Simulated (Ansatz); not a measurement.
## Point defect: H vacancy in LiH

Theory: DFT PBE, scalar-relativistic, plane waves, PAW in Ansatz 0.2.0. (420 eV cutoff, 4×4×4 k-mesh, shifted by half a step, Gaussian smearing of 0.01 eV, collinear spin in charge 0 alone)

Host crystal, relaxed:

```
Li H
1.0
     0.00000    2.00355    2.00355
     2.00355    0.00000    2.00355
     2.00355    2.00355    0.00000
Li H
1 1
Direct
  0.00000 0.00000 0.00000
  0.50000 0.50000 0.50000
```

Supercell of 32 atoms, rows in host cell vectors: 1 -3 1; -3 1 1; 1 1 -3. Atoms relax at the host's cell, keeping the symmetry that the supercell leaves at the site. The cell is small, so energies carry finite-size errors of tenths of an eV. The host's Kohn–Sham gap is 2.98 eV. Atoms are taken from and returned to the elements' standard states. Charged cells are corrected for image charges with the computed static dielectric tensor (mean 14.9) and aligned with the host's potential at far atoms (alignment terms reach 0.13 eV; the program doubts the alignment in some charges, where it is up to 0.13 eV). No band-filling term is added, and the Fermi level counts from the host's valence band top.

Defect: H vacancy at (0.500, 0.500, 0.500) of the host cell.

Problem. What is the formation energy of the neutral defect?

Solution. 1.40 eV.

Problem. Does the neutral defect carry a moment, and how do its surroundings relax?

Solution. It changes the cell's moment by 1.00 μB. The nearest neighbours before are 6 Li at 2.00 Å; after relaxation the atoms near the site are 6 Li at 2.06 Å; the largest move is 0.05 Å.

Problem. Charges 0, -1 were computed. Which is stable where in the gap?

Solution. Among the charges computed the stable one is 0 at the valence band top and stays so across the gap. In charge -1 the cell has partly filled bands: a level of the defect may be part filled, the carrier may sit in the host's bands, or levels may cross between the k points, so transitions that involve it are doubtful. Without the alignment that the program doubts, the level (0/-1) would lie at 2.91 eV, inside the gap, so these runs don't decide whether the defect changes charge there. Levels between neighbouring charges: (0/-1) 3.04 eV.

Cost: 3 runs of about 1.8 core-minutes in all, on Arm Neoverse V1 (shared hosts).